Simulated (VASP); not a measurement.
Set up this calculation in VASP 6.6.1, as the native input.

```yaml
Task: single point
Functional: PBEsol
Potentials_or_basis: VASP PAW PBE potentials, release 64 (Hf_pv)
Cutoff: 520 eV
k_mesh: 12 × 12 × 14
Occupations: gaussian, width 0.1 eV
Spin: no spin polarisation
Further_INCAR_settings: ALGO = Fast; EDIFF = 1e-07; NBANDS = 22
```

The structure of Hf lies in POSCAR:

```
Hf
1.0
    4.9623295400      0.0000000000      0.0000000000
   -2.4811647700      4.2975034500      0.0000000000
    0.0000000000      0.0000000000      3.0862322500
Hf
3
Direct
    0.6666666700      0.3333333300      0.5000000000
    0.3333333300      0.6666666700      0.5000000000
    0.0000000000      0.0000000000      0.0000000000
```

This isn't the form of Hf at room conditions, which is hcp.

The input as run:

INCAR

```
SYSTEM = Hf
ALGO = Fast
EDIFF = 1E-7
ENCUT = 520
GGA = PS
ISIF = 2
ISMEAR = 0
LASPH = .TRUE.
LCHARG = .FALSE.
LREAL = .FALSE.
LWAVE = .FALSE.
NBANDS = 22
NELM = 100
PREC = Accurate
SIGMA = 0.1
```

KPOINTS

```
k-points
0
G
  12 12 14
  0 0 0
```

Potentials or basis: VASP PAW PBE potentials, release 64 (Hf_pv).

Run with:

```sh
$ cat potpaw_PBE.64/Hf_pv/POTCAR > POTCAR
$ mpirun -np 1 vasp_std > vasp.out
```

Results of the run:

```yaml
Pressure: -3.2 GPa
Band_gap_on_the_k_mesh: none (metal or under the smearing width)
```

Caveat: the PAW data sets were made with another functional, which shifts forces and pressure a little.

It took 3.6 min on 1 thread of Intel(R) Xeon(R) Platinum 8375C CPU @ 2.90GHz (Ice Lake), on a shared host, peak memory 0.31 GiB.
